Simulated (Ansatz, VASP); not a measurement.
## Two plane-wave programs on C

```
C
1.0
     0.00000    1.78337    1.78337
     1.78337    0.00000    1.78337
     1.78337    1.78337    0.00000
C
2
Direct
  0.75000 0.75000 0.75000
  0.50000 0.50000 0.50000
```

This isn't the form of C at room conditions, which is graphite.

Alike in both runs: task relaxation of cell and atoms; functional PBEsol; dispersion D3(BJ); k mesh 13 × 13 × 13; occupations fermi-dirac, width 0.05 eV; no spin polarisation.

|  | VASP | Ansatz |
| --- | --- | --- |
| version | VASP 6.6.1 | Ansatz 0.2.0 |
| potentials or method | VASP PAW PBE potentials, release 64 (C) | Ansatz PAW |
| plane-wave cutoff (eV) | 600 | 420 |
| valence electrons in the cell | 8 | 8 |

Ansatz gave:

```
gap on the k mesh at the Fermi level, each at its own relaxed structure (eV) : 4.06
relaxed volume (Å³/atom)                                                     : 5.56
relaxed cell length with the largest relative difference (Å)                 : 2.506
energy change over the relaxation (meV/atom)                                 : -3
```

Problem. What did VASP give for the same quantities?

Solution. gap on the k mesh at the Fermi level, each at its own relaxed structure (eV): 4.05; relaxed volume (Å³/atom): 5.57; relaxed cell length with the largest relative difference (Å): 2.507; energy change over the relaxation (meV/atom): -3.

Caveats: the PAW data sets were made with another functional, which shifts forces and pressure a little (VASP); an odd mesh through Γ misses points on the zone boundary, where band edges often lie (VASP); odd divisions of the mesh miss points on the zone boundary, where band edges often lie, so the gap on the mesh can be too wide (Ansatz); the plane-wave basis is chosen anew once the cell has moved, so the energies of steps on either side of that aren't comparable (Ansatz); the pressure holds a Pulay correction of +1.0 GPa for the finite cutoff (Ansatz); the PAW data sets come from PBE, with cores solved anew for the run's functional, which leaves a small shift of forces and pressure (Ansatz). A hybrid or GW would open this gap; PBEsol tends to underestimate it.
